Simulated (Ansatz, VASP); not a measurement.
Given: the input of a run of Ansatz 0.2.0 on TiC.

input.yaml

```yaml
crystal:
  lattice:
    - [0.0, 2.1657188437, 2.1657188437]
    - [2.1657188437, 0.0, 2.1657188437]
    - [2.1657188437, 2.1657188437, 0.0]
  atoms:
    - { symbol: Ti, position: [0.0, 0.0, 0.0] }
    - { symbol: C, position: [0.5, 0.5, 0.5] }
kpoints:
  mp_grid: { grid: [11, 11, 11] }
scf:
  occupations: { method: fermi_dirac, width: 0.05 }
hamiltonian:
  xc: blyp
  pseudopotentials: { kind: all_electron, lapw: { basis_error: 0.001 } }
output:
  forces: true
  stress: true
relax:
  f_tol: 0.005
  max_steps: 60
  cell: {}
```

Potentials or basis: all-electron LAPW, scalar-relativistic.

The run is started by

```bash
$ ansatz run input.yaml --threads 1 --pin off --max-ram 3072MiB --backend cpu --events-out ev --progress --plain --runs-dir out
```

Question: Translate it to VASP 6.6.1. Potentials there: VASP PAW PBE potentials, release 64 (Ti_sv, C).

Answer: As run (the cutoff follows the program's own potentials):

File INCAR:

```
PREC     = Accurate       # precision mode
ENCUT    = 600            # plane-wave cutoff, eV
EDIFF    = 1E-6           # SCF threshold, eV
ISMEAR   = -1             # smearing method
SIGMA    = 0.05           # smearing width, eV
LREAL    = F              # projectors in reciprocal space
LASPH    = T              # aspherical terms in the spheres
NELM     = 100            # most SCF steps
ALGO     = Normal         # electronic algorithm
ISIF     = 3              # what is computed and relaxed
LWAVE    = F              # write WAVECAR
LCHARG   = F              # write CHGCAR
GGA      = B5             # functional
ALDAX    = 1.0          
AGGAX    = 1.0          
AGGAC    = 1.0          
ALDAC    = 0.0          
IBRION   = 2              # ionic algorithm
NSW      = 80             # ionic steps
EDIFFG   = -0.005         # ionic threshold
```

File KPOINTS:

```
regular mesh
0
Gamma
  11 11 11
```

Contents of POSCAR:

```
TiC
1.0
    0.0000000000      2.1657188437      2.1657188437
    2.1657188437      0.0000000000      2.1657188437
    2.1657188437      2.1657188437      0.0000000000
Ti C
1 1
Direct
    0.0000000000      0.0000000000      0.0000000000
    0.5000000000      0.5000000000      0.5000000000
```

Potentials or basis: VASP PAW PBE potentials, release 64 (Ti_sv, C).

Launch:

```sh
$ cat potpaw_PBE.64/Ti_sv/POTCAR potpaw_PBE.64/C/POTCAR > POTCAR
$ mpirun -np 1 vasp_std > vasp.out
```

Both were run:

|  | VASP | Ansatz | Ansatz less VASP |
| --- | --- | --- | --- |
| relaxed volume (Å³/atom) | 10.52 | 10.51 | -0.013 |
| relaxed cell length with the largest relative difference (Å) | 3.099 | 3.098 | -0.0013 |
| energy change over the relaxation (meV/atom) | -10 | -9 | +0.8 |

Ansatz ran all-electron here, so the differences hold the error of VASP's frozen core and of both bases.

Caveats: the PAW data sets were made with another functional, which shifts forces and pressure a little (VASP).
